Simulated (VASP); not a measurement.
A run of VASP 6.6.1:

The input INCAR:

```
SYSTEM = CdO
  PREC = Accurate
  ENCUT = 600
  EDIFF = 1E-7
  ISMEAR = -1
  SIGMA = 0.05
  LREAL = .False.
  LASPH = .True.
  NELM = 100
  ALGO = Normal
  ISIF = 3
  LWAVE = .False.
  LCHARG = .False.
  GGA = PE
  IVDW = 11
  IBRION = 2
  NSW = 40
  EDIFFG = -0.01
```

The input KPOINTS:

```
regular mesh
0
Gamma
  10 10 10
  0 0 0
```

POSCAR

```
CdO
1.0
    0.0000000000      2.3495000000      2.3495000000
    2.3495000000      0.0000000000      2.3495000000
    2.3495000000      2.3495000000      0.0000000000
Cd O
1 1
Direct
    0.0000000000      0.0000000000      0.0000000000
    0.5000000000      0.5000000000      0.5000000000
```

Potentials or basis: VASP PAW PBE potentials, release 64 (Cd, O).

Run with:

```console
$ cat potpaw_PBE.64/Cd/POTCAR potpaw_PBE.64/O/POTCAR > POTCAR
$ mpirun -np 1 vasp_std > vasp.out
```

Hardware: 1 thread of Intel(R) Xeon(R) 6975P-C (Granite Rapids), with other jobs on the host.

Q: Estimate the wall time of this run.

A: Wall time 22 s on 1 thread of Intel(R) Xeon(R) 6975P-C (Granite Rapids), with other jobs on the host, peak memory 0.18 GiB. Counts: scf iterations 31, k points 47, ion steps 3.
